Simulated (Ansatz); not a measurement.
Biaxial strain in CuI (F-43m)

```yaml
crystal:
  lattice:
    - [3.01170, 3.01170, 0.00000]
    - [-3.01170, 3.01170, 0.00000]
    - [0.00000, 3.01170, 3.01170]
  atoms:
    - { symbol: Cu, position: [0.75000, 0.25000, 0.50000] }
    - { symbol: I, position: [0.00000, 0.00000, 0.00000] }
```

This cell was relaxed by PAW under r²SCAN. A film on a (001) substrate is mimicked by stretching x and y by ε∥; the length along z and the atoms then relax by PAW (default files of Ansatz 0.2.0, cutoff 500 eV, stress met within about 0.05 GPa). Stress and levels come from r²SCAN, PAW on Ansatz 0.2.0's default frozen-core files (fitted under PBE), scalar-relativistic; k mesh 6×6×6, fixed occupations, cutoff 500 eV. Conduction levels are in eV over the valence top, at fixed fractional wave vectors.

```tsv
ε∥ (%)	ε⊥ (%)	σ∥ (GPa, tension positive)	Γ	L (oblique)	X ∥ z	X ⊥ z	2nd valence level at Γ	3rd
-2.0	2.668	-0.93	1.679	2.527	3.006	2.782	0.000	-0.094
-1.0	1.344	-0.45	1.673	2.551	2.952	2.842	0.000	-0.044
-0.5	0.679	-0.22	1.670	2.559	2.927	2.873	0.000	-0.021
0.0	0.000	-0.01	1.667	2.565	2.904	2.904	0.000	0.000
0.5	-0.662	0.21	1.645	2.548	2.863	2.915	-0.019	-0.019
1.0	?	?	?	?	?	?	?	?
2.0	-2.701	0.80	1.586	2.493	2.757	2.961	-0.070	-0.070
```

The last two columns are counted from the highest valence level at Γ.

**Question.** How does the film contract along z, and how stiff is it in the plane?

**Answer.** Quadratic fits through the 6 rows shown have slopes dε⊥/dε∥ = -1.342 and dσ∥/dε∥ = 43.2 GPa at zero strain. Elasticity asks −2C12/C11 = -1.349 and C11 + C12 − 2C12²/C11 = 42.8 GPa, from PAW constants C11 = 56.0, C12 = 37.7 GPa. At the level of the σ∥ column the films keep up to 0.01 GPa along z against the unstrained cell; this and the cubic term, which a quadratic fit over ±2 % leaves out, limit the agreement.

**Question.** Which shear deformation potential b does the valence splitting give?

**Answer.** Without spin-orbit coupling the single level moves against the pair by 3b(ε⊥ − ε∥): -0.0212 eV at ε⊥ − ε∥ = 0.01179 and 0.0194 eV at -0.01162, so b = -0.58 eV.

**Question.** Fill the row at ε∥ = 1.0 %.

**Answer.** The fits give ε⊥ = -1.341 % and σ∥ = 0.41 GPa. Computed: ε⊥ (%) = -1.337, σ∥ (GPa, tension positive) = 0.41, Γ = 1.624, L (oblique) = 2.530, X ∥ z = 2.825, X ⊥ z = 2.929, 2nd valence level at Γ = -0.038, 3rd = -0.038. The levels have a kink at zero strain, where another valence state takes the top, so one parabola doesn't fit them.

**Question.** What is the slope of the gap under small compression and under small tension?

**Answer.** dE_g/dε∥ is -5 meV per % on the compressed side and -45 on the stretched side, so the gap rises under compression and falls under tension. The lowest conduction level stays at Γ.

Limits of these numbers: frozen-core PAW files fitted under PBE, their cores solved anew for the functional of the run; no spin-orbit coupling on heavy atoms; semilocal gaps are low, and the spacing of valleys can be off by tenths of an eV; levels are read at fixed fractional k, so an edge that moves off these points is missed; with spin-orbit coupling the valence top splits by 2|b| and not 3|b| times the shear while that is small against the spin-orbit gap, so the gap's slopes differ from these.
